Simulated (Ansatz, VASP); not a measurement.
**Pd in VASP and in Ansatz**

```
CELL_PARAMETERS angstrom
-1.57228 1.57228 1.57228
1.57228 -1.57228 1.57228
1.57228 1.57228 -1.57228
ATOMIC_POSITIONS crystal
Pd 0.00000 0.00000 0.00000
```

This isn't the form of Pd at room conditions, which is fcc.

Alike in both runs: task relaxation of cell and atoms; functional PBEsol; k mesh 12 × 12 × 12; occupations fermi-dirac, width 0.05 eV; no spin polarisation.

|  | VASP | Ansatz |
| --- | --- | --- |
| version | VASP 6.6.1 | Ansatz 0.2.0 |
| potentials or method | VASP PAW PBE potentials, release 64 (Pd) | Ansatz PAW |
| plane-wave cutoff (eV) | 600 | 420 |
| valence electrons in the cell | 10 | 18 |

|  | VASP | Ansatz | Ansatz less VASP |
| --- | --- | --- | --- |
| gap on the k mesh at the Fermi level, each at its own relaxed structure (eV) | none | none | - |
| relaxed volume (Å³/atom) | 14.63 | 14.66 | +0.025 |
| relaxed cell length with the largest relative difference (Å) | 2.669 | 2.670 | +0.0015 |
| energy change over the relaxation (meV/atom) | -31 | -29 | +1.9 |

A gap of «none» marks a metal or a gap that the smearing closes. The two sets of potentials don't hold the same shells in valence.

Caveats: the PAW data sets were made with another functional, which shifts forces and pressure a little (VASP); the plane-wave basis is chosen anew once the cell has moved, so the energies of steps on either side of that aren't comparable (Ansatz); the PAW data sets come from PBE, with cores solved anew for the run's functional, which leaves a small shift of forces and pressure (Ansatz).
